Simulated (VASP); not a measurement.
# V (P6_3/mmc) in VASP: further runs, part 2 of 2

VASP 6.6.1. The steps go on from the part before.

### 4 Single point, PBE

This run uses another cell than the first one, of the same volume but with other edges.

Contents of INCAR:

```
ALGO = Fast
EDIFF = 1E-6
ENCUT = 520
GGA = PE
ISIF = 2
ISMEAR = 0
LASPH = T
LCHARG = F
LREAL = F
LWAVE = F
NBANDS = 34
NELM = 100
PREC = Accurate
SIGMA = 0.1
```

Contents of KPOINTS:

```
k-points
0
Gamma
  9 9 2
```

Contents of POSCAR:

```
V
1.0
    2.8181369112      0.0000000000      0.0000000000
   -1.4090684556      2.4405781565      0.0000000000
    0.0000000000      0.0000000000      8.1246015251
V
4
Direct
    0.3333333333      0.6666666667      0.3819998274
    0.6666666667      0.3333333333      0.8819998274
    0.6666666667      0.3333333333      0.6180001726
    0.3333333333      0.6666666667      0.1180001726
```

Command:

```console
$ cat potpaw_PBE.64/V_sv/POTCAR > POTCAR
$ mpirun -np 1 vasp_std > vasp.out
```

Wall time 21 s (1 thread of Intel Xeon 6975P-C (Granite Rapids), shared host); peak memory 0.19 GiB.

The run converged. Its results:

| Quantity | Value |
| --- | --- |
| Free energy | -34.3608 eV |
| Pressure | 0.5 GPa |
| Largest force | 0.111 eV/Å |
| Band gap on the k mesh | none (metal or under the smearing width) |

Forces on the atoms (eV/Å):
```
V    0.000  0.000  0.111
V    0.000  0.000  0.111
V    0.000  0.000 -0.111
V    0.000  0.000 -0.111
```

Stress tensor (GPa, compression positive):
```
0.07 0.00 0.00
0.00 0.07 0.00
0.00 0.00 1.43
```

Levels at points of the mesh, in eV from the Fermi level:
```tsv
k point	band 24	band 25	band 26	band 27	band 28	band 29
(0.00, 0.00, 0.00)	-0.50	-0.35	-0.35	0.36	0.36	0.57
(0.00, 0.00, 0.50)	-0.12	-0.12	-0.12	-0.07	-0.07	-0.07
```

Caveat: the k mesh is coarse (spacing up to 0.39 Å⁻¹), so the values aren't converged.

### 5 Relaxation of cell and atoms, PBE

Contents of INCAR:

```
PREC = Accurate ; ENCUT = 600
EDIFF = 1E-6 ; ISMEAR = 0
SIGMA = 0.1 ; LREAL = F
LASPH = T ; NELM = 100
ALGO = Fast ; ISIF = 3
LWAVE = F ; LCHARG = F
GGA = PE ; IBRION = 2
NSW = 90 ; EDIFFG = -0.04
```

Contents of KPOINTS:

```
Automatic mesh
0
Gamma
  9 9 2
```

Contents of POSCAR:

```
V
1.0
    2.7835422753      0.0000000000      0.0000000000
   -1.3917711376      2.4106183229      0.0000000000
    0.0000000000      0.0000000000      8.3180112827
V
4
Direct
    0.3333333333      0.6666666667      0.3810411061
    0.6666666667      0.3333333333      0.8810411061
    0.6666666667      0.3333333333      0.6189588939
    0.3333333333      0.6666666667      0.1189588939
```

Command:

```console
$ cat potpaw_PBE.64/V_sv/POTCAR > POTCAR
$ mpirun -np 1 vasp_std > vasp.out
```

Wall time 1.7 min (1 thread of Intel Xeon 6975P-C (Granite Rapids), shared host); peak memory 0.21 GiB.

The run converged. Its results:

```
Free energy                            : -34.3625 eV
Relaxed volume                         : 14.02 Å³/atom
Relaxed cell                           : a = 2.818 Å, b = 2.818 Å, c = 8.152 Å, α = 90.00°, β = 90.00°, γ = 120.00°
Space group after relaxing (to 0.05 Å) : P6_3/mmc (No. 194)
Energy gained by relaxing              : 8.3 meV/atom
Ionic steps                            : 6
Pressure after relaxing                : 0.0 GPa
Largest force after relaxing           : 0.036 eV/Å
Band gap on the k mesh                 : none (metal or under the smearing width)
```

Forces in eV/Å, atoms in the order of the input:
```
V    0.000  0.000 -0.036
V    0.000  0.000 -0.036
V    0.000  0.000  0.036
V    0.000  0.000  0.036
```

Stress tensor (GPa, compression positive):
```
-0.09  0.00  0.00
 0.00 -0.09  0.00
 0.00  0.00  0.19
```

Step by step:
```csv
step,energy change (eV),largest force (eV/Å),pressure (GPa),volume (Å³)
1,0.0000,0.2628,0.35,55.81
2,-0.0300,0.0030,-0.10,56.06
3,-0.0320,0.0951,-0.13,56.11
4,-0.0320,0.1085,-0.13,56.12
5,-0.0330,0.0013,0.06,56.05
6,-0.0333,0.0364,0.01,56.07
```

Final structure:
```
V
1.0
     2.81826    0.00000    0.00000
    -1.40913    2.44069    0.00000
     0.00000    0.00000    8.15191
V
4
Cartesian
  0.0000 1.6271 3.1194
  1.4091 0.8136 7.1954
  1.4091 0.8136 5.0325
  0.0000 1.6271 0.9566
```

Levels at points of the mesh, in eV from the Fermi level:
```
           k point  band 22  band 23  band 24  band 25  band 26  band 27  band 28  band 29  band 30  band 31
(0.00, 0.00, 0.00)    -0.69    -0.49    -0.49    -0.35    -0.35     0.33     0.33     0.53     0.53     0.99
(0.00, 0.00, 0.50)    -0.59    -0.13    -0.13    -0.13    -0.13    -0.07    -0.07    -0.07    -0.07     1.46
```

Caveat: the k mesh is coarse (spacing up to 0.38 Å⁻¹), so the values aren't converged.

### 6 Single point, PBE

This run uses another cell than the first one: it holds 1 atom, not 4.

Contents of INCAR:

```
SYSTEM = V
PREC = Accurate
ENCUT = 520
EDIFF = 1E-7
ISMEAR = 0
SIGMA = 0.1
LREAL = .FALSE.
LASPH = .TRUE.
NELM = 60
ALGO = Normal
ISIF = 2
LWAVE = .FALSE.
LCHARG = .FALSE.
GGA = PE
NBANDS = 12
```

Contents of KPOINTS:

```
Automatic mesh
0
G
  22 22 22
  0 0 0
```

Contents of POSCAR:

```
V
1.0
    2.4476714571      0.0000000000      0.0000000000
    0.0000000000      2.4476714571      0.0000000000
    0.0000000000      0.0000000000      2.4476714571
V
1
Direct
    0.0000000000      0.0000000000      0.0000000000
```

Potentials or basis: VASP PAW PBE potentials, release 64 (V_sv).

Command:

```console
$ cat potpaw_PBE.64/V_sv/POTCAR > POTCAR
$ mpirun -np 1 vasp_std > vasp.out
```

Wall time 19 s (1 thread of AMD EPYC 9R45 (Zen 5), shared host); peak memory 0.14 GiB.

Results (log left out):

- Free energy: -8.1520 eV
- Pressure: 0.3 GPa
- Band gap on the k mesh: none (metal or under the smearing width)

Levels at points of the mesh, in eV from the Fermi level:
| k point | band 3 | band 4 | band 5 | band 6 | band 7 | band 8 | band 9 | band 10 | band 11 | band 12 |
| --- | --- | --- | --- | --- | --- | --- | --- | --- | --- | --- |
| (0.00, 0.00, 0.00) | -37.12 | -37.12 | -6.36 | -2.14 | -2.14 | 3.51 | 3.51 | 3.51 | 18.27 | 18.27 |
| (0.50, 0.00, 0.00) | -37.03 | -37.03 | -2.25 | -1.37 | -0.19 | 1.52 | 1.52 | 3.69 | 7.76 | 19.29 |
| (0.50, 0.50, 0.00) | -38.02 | -36.94 | -3.56 | -0.71 | 1.96 | 1.96 | 4.74 | 6.13 | 6.13 | 12.63 |
| (0.50, 0.50, 0.50) | -37.87 | -37.87 | -1.94 | -1.94 | -1.94 | 4.85 | 4.85 | 10.36 | 13.43 | 13.43 |

### 7 Summary

| task | cell | k mesh | cutoff (eV) | mesh quality | gap on the mesh (eV) | pressure (GPa) | relaxed volume (Å³/atom) | largest force (eV/Å) |
| --- | --- | --- | --- | --- | --- | --- | --- | --- |
| single point | P6_3/mmc, 13.95 Å³/atom | 6 × 6 × 4 | 520 | coarse | none | 0.6 | - | 0.10 |
| relaxation of cell and atoms | relaxed | 6 × 6 × 4 | 600 | not flagged | none | 0.2 | 13.95 | 0.01 |
| single point | P6_3/mmc, 13.97 Å³/atom | 9 × 9 × 2 | 520 | coarse | none | 0.5 | - | 0.11 |
| relaxation of cell and atoms | relaxed | 9 × 9 × 2 | 600 | coarse | none | 0.0 | 14.02 | 0.04 |
| single point | Pm-3m, 14.66 Å³/atom | 22 × 22 × 22 | 520 | not flagged | none | 0.3 | - | - |

Alike in all rows: level PBE; potentials or basis VASP PAW PBE potentials, release 64 (V_sv); no spin polarisation; smearing gaussian 0.1 eV.

Caveats: some runs use coarse meshes.

Absolute energies hang on the potentials; compare differences alone.
